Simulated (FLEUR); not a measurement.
# WS2 (R3m) in FLEUR: single point with PBE

Aim: the single point of WS2 with PBE.

Everything below comes from runs of FLEUR MaX-R8.1 (patched build s14). Logs are shortened: lines on timing, memory, paths and dates and some standing lists are left out, and cuts for length are marked.

## (1) The crystal as given

The structure is trigonal, space group R3m (No. 160). Conventional cell: a = 3.158 Å, b = 3.158 Å, c = 18.490 Å, α = 90.00°, β = 90.00°, γ = 120.00°. W (site symmetry 3m) has 6 S at 2.39 to 2.42 Å as nearest neighbours. Around S (site symmetry 3m) lie 3 W at 2.42 Å. Around S (site symmetry 3m) lie 3 W at 2.39 Å.

Measurements of this composition are mostly on another form, of space group No. 194.

## (2) Single point, PBE

Contents of inp.xml:

```xml
<?xml version="1.0" encoding="UTF-8" standalone="no"?>
<fleurInput fleurInputVersion="0.39">
   <comment>
      WS2                                                                                                 
   </comment>
   <calculationSetup>
      <cutoffs Kmax="4.73" Gmax="14.7" GmaxXC="14.7" numbands="0"/>
      <scfLoop itmax="60" minDistance="0.00001" maxIterBroyd="15" imix="Anderson" alpha="0.05" precondParam="0.0" spinf="2.0"/>
      <coreElectrons ctail="T" frcor="F" kcrel="0" coretail_lmax="0"/>
      <xcFunctional name="pbe" relativisticCorrections="F"/>
      <magnetism jspins="1"/>
      <soc l_soc="F" theta="0.0" phi="0.0" spav="F"/>
      <expertModes spex="0" secvar="F"/>
      <geometryOptimization l_f="T" forcealpha="1.0" forcemix="BFGS" epsdisp="0.0005" epsforce="0.0002"/>
      <ldaU l_linMix="F" mixParam="0.05" spinf="1.0"/>
   </calculationSetup>
   <cell>
      <bzIntegration valenceElectrons="40.0" mode="hist" fermiSmearingEnergy="0.00183747">
         <kPointListSelection listName="default-1"/>
         <!-- k-points included here -->
         <xi:include xmlns:xi="http://www.w3.org/2001/XInclude" href="kpts.xml"> </xi:include>
      </bzIntegration>
      <!-- symmetry operations included here -->
      <xi:include xmlns:xi="http://www.w3.org/2001/XInclude" href="sym.xml"> </xi:include>
      <bulkLattice scale="1.0">
         <bravaisMatrix>
            <row-1>    2.9838775507433999     1.7227425072442775    11.6470120145550080</row-1>
            <row-2>   -2.9838775507433999     1.7227425072442775    11.6470120145550080</row-2>
            <row-3>    0.0000000000000000    -3.4454850142995821    11.6470120145550080</row-3>
         </bravaisMatrix>
      </bulkLattice>
   </cell>
   <atomSpecies>
      <species name="Tungsten (W)" element="W" atomicNumber="74">
         <mtSphere radius="2.37" gridPoints="807" logIncrement="0.016"/>
         <atomicCutoffs lmax="10" lnonsphr="8"/>
         <electronConfig flipSpins="F">
            <coreConfig>(1s1/2) (2s1/2) (2p1/2) (2p3/2) (3s1/2) (3p1/2) (3p3/2) (4s1/2) (3d3/2) (3d5/2) (4p1/2) (4p3/2) (4d3/2) (4d5/2)</coreConfig>
            <valenceConfig>(5s1/2) (5p1/2) (5p3/2) (6s1/2) (4f5/2) (4f7/2) (5d3/2) (5d5/2)</valenceConfig>
            <stateOccupation state="(5d3/2)" spinUp="0.800000" spinDown="0.800000"/>
            <stateOccupation state="(5d5/2)" spinUp="1.200000" spinDown="1.200000"/>
         </electronConfig>
         <energyParameters s="6" p="6" d="5" f="4"/>
         <lo type="SCLO" l="0" n="5" eDeriv="0"/>
         <lo type="SCLO" l="1" n="5" eDeriv="0"/>
         <lo type="SCLO" l="2" n="5" eDeriv="2"/>
         <lo type="SCLO" l="3" n="4" eDeriv="2"/>
      </species>
      <species name="Sulfur (S)" element="S" atomicNumber="16">
         <mtSphere radius="1.69" gridPoints="575" logIncrement="0.02"/>
         <atomicCutoffs lmax="7" lnonsphr="5"/>
         <electronConfig flipSpins="F">
            <coreConfig>(1s1/2) (2s1/2) (2p1/2) (2p3/2)</coreConfig>
            <valenceConfig>(3s1/2) (3p1/2) (3p3/2)</valenceConfig>
            <stateOccupation state="(3p1/2)" spinUp="0.666667" spinDown="0.666667"/>
            <stateOccupation state="(3p3/2)" spinUp="1.333333" spinDown="1.333333"/>
         </electronConfig>
         <energyParameters s="3" p="3" d="3" f="4"/>
         <lo type="SCLO" l="0" n="3" eDeriv="2"/>
         <lo type="SCLO" l="1" n="3" eDeriv="2"/>
         <lo type="SCLO" l="2" n="3" eDeriv="2"/>
         <lo type="SCLO" l="3" n="4" eDeriv="2"/>
      </species>
   </atomSpecies>
   <atomGroups>
      <atomGroup species="Tungsten (W)">
         <relPos label="                   1">.0000000000 .0000000000 .0000000000</relPos>
         <force calculate="T" relaxXYZ="TTT"/>
      </atomGroup>
      <atomGroup species="Sulfur (S)">
         <relPos label="                   2">-.4190000000 -.4190000000 -.4190000000</relPos>
         <force calculate="T" relaxXYZ="TTT"/>
      </atomGroup>
      <atomGroup species="Sulfur (S)">
         <relPos label="                   3">-.2497000000 -.2497000000 -.2497000000</relPos>
         <force calculate="T" relaxXYZ="TTT"/>
      </atomGroup>
   </atomGroups>
   <output dos="F" band="F" slice="F">
      <checks vchk="F" cdinf="F"/>
      <bandDOS minEnergy="-.5*Htr" maxEnergy="0.5*Htr" sigma="0.015" storeEVData="T"/>
      <vacuumDOS vacdos="F" integ="F" star="F" nstars="0" locx1="0.0" locy1="0.0" locx2="0.0" locy2="0.0" nstm="0" tworkf="0.0"/>
      <unfoldingBand unfoldBand="F" supercellX="1" supercellY="1" supercellZ="1"/>
      <plotting iplot="0" polar="F">
         <plot TwoD="T" vec1="  1.0  0.0  0.0" vec2="  0.0  1.0  0.0" vec3="  0.0  0.0  1.0" zero="  0.0  0.0  0.0" file="plot"/>
      </plotting>
      <chargeDensitySlicing numkpt="0" minEigenval="0.0" maxEigenval="0.0" nnne="0" pallst="F"/>
      <specialOutput eonly="F"/>
      <magneticCircularDichroism mcd="F" energyLo="-10.0" energyUp="0.0"/>
   </output>
  <!-- We include the file relax.xml here to enable relaxations (see documentation) -->
  <xi:include xmlns:xi="http://www.w3.org/2001/XInclude" href="relax.xml"> <xi:fallback/> </xi:include>
</fleurInput>
```

Contents of crystal.txt:

```
WS2
&input cartesian=F /
1.5790000000  0.9116360751  6.1633333333
-1.5790000000  0.9116360751  6.1633333333
0.0000000000  -1.8232721501  6.1633333333
1.8897261246
1.0 1.0 1.0

3
74 0.0000000000  0.0000000000  0.0000000000
16 0.5810000000  0.5810000000  0.5810000000
16 0.7503000000  0.7503000000  0.7503000000

&kpt div1=10 div2=10 div3=10 gamma=T /
```

Potentials or basis: all-electron, FLAPW.

The run is started by

```bash
> inpgen -f crystal.txt -profile fastHighL
> # inp.xml edited to the form shown
> fleur
```

Log:

```text
Welcome to FLEUR        (www.flapw.de)
      MaX-Release 8.1          (www.max-centre.eu)

 ========== k-point set info ==========
 Selected k-point list: default-1
 k-point list type: mesh
 10 x 10 x 10
 Number of k points: 116

 ------------Calculation Setup---------------------------
 Number of OMP-threads    :            1
 Number of basis functions:          750
 Approximate size of matrices (H+S) per k-point:         0.017 GB
 --------------------------------------------------------
 Iteration:     1   Distance:      10.44896624 me/bohr^3
 Iteration:     2   Distance:       9.47029947 me/bohr^3
 Iteration:     3   Distance:       4.43266558 me/bohr^3
 Iteration:     4   Distance:       1.89471284 me/bohr^3
 Iteration:     5   Distance:       1.60643928 me/bohr^3
 Iteration:     6   Distance:       1.18492225 me/bohr^3
 Iteration:     7   Distance:       0.27031629 me/bohr^3
 Iteration:     8   Distance:       0.29374770 me/bohr^3
 Iteration:     9   Distance:       0.10582338 me/bohr^3
 Iteration:    10   Distance:       0.02472675 me/bohr^3
 Iteration:    11   Distance:       0.01831766 me/bohr^3
 Iteration:    12   Distance:       0.00250824 me/bohr^3
 Iteration:    13   Distance:       0.00247882 me/bohr^3
 Iteration:    14   Distance:       0.00043903 me/bohr^3
 Iteration:    15   Distance:       0.00022171 me/bohr^3
 Iteration:    16   Distance:       0.00018691 me/bohr^3
 Iteration:    17   Distance:       0.00011339 me/bohr^3
 Iteration:    18   Distance:       0.00004741 me/bohr^3
 Iteration:    19   Distance:       0.00001973 me/bohr^3
 Iteration:    20   Distance:       0.00000854 me/bohr^3
 Reset of history

 ********************************************************************
 Run finished successfully
 Stop message:
   Structural relaxation: new displacements generated
 ********************************************************************
```

It took 18 min on 1 thread of Intel Xeon Platinum 8375C at 2.90GHz (Ice Lake), shared host; peak memory 0.15 GiB.

Results:

```yaml
Free_energy: -461630.8834 eV
Largest_force: 0.611 eV/Å
Band_gap_on_the_k_mesh: 1.06 eV, indirect (least direct gap 2.24 eV)
Valence_electrons_inside_the_program's_atomic_spheres: W 25.58; S 2.82, 2.83 (radii W 2.37, S 1.69 bohr)
```

Forces on the atoms (eV/Å):
```
W    0.000  0.000 -0.611
S    0.000  0.000  0.082
S    0.000  0.000  0.530
```

Levels at points of the mesh, in eV from the valence-band top:
| k point | band 17 | band 18 | band 19 | band 20 | band 21 | band 22 | band 23 | band 24 |
| --- | --- | --- | --- | --- | --- | --- | --- | --- |
| (0.00, 0.00, 0.00) | -2.30 | -2.30 | -1.58 | -1.21 | 2.18 | 2.18 | 2.52 | 2.52 |
| (0.00, 0.00, 0.50) | -4.18 | -2.59 | -1.83 | -1.73 | 2.30 | 2.61 | 3.62 | 3.87 |
| (0.00, 0.50, 0.50) | -4.09 | -3.19 | -2.03 | -1.55 | 2.25 | 2.72 | 3.22 | 4.36 |
| (0.50, 0.50, 0.50) | -3.57 | -2.27 | -2.27 | 0.00 | 2.29 | 2.29 | 2.37 | 2.37 |

Core levels (eV from the Fermi level):
```csv
atom,levels
1 W,"1s1/2 -69396.3, 2s1/2 -11966.0, 2p1/2 -11441.3, 2p3/2 -10088.4, 3s1/2 -2752.5, 3p1/2 -2519.1, 3p3/2 -2226.6, 4s1/2 -564.5, 3d3/2 -1834.2, 3d5/2 -1770.6, 4p1/2 -467.7, 4p3/2 -399.9, 4d3/2 -241.2, 4d5/2 -228.7"
2 S,"1s1/2 -2400.0, 2s1/2 -206.1, 2p1/2 -151.7, 2p3/2 -150.5"
3 S,"1s1/2 -2400.0, 2s1/2 -206.1, 2p1/2 -151.7, 2p3/2 -150.4"
```

Caveat: core charge leaks out of the spheres, which shifts energies; spin-orbit coupling is left out, which moves the levels of the heavy elements. A k mesh can miss the band edges.
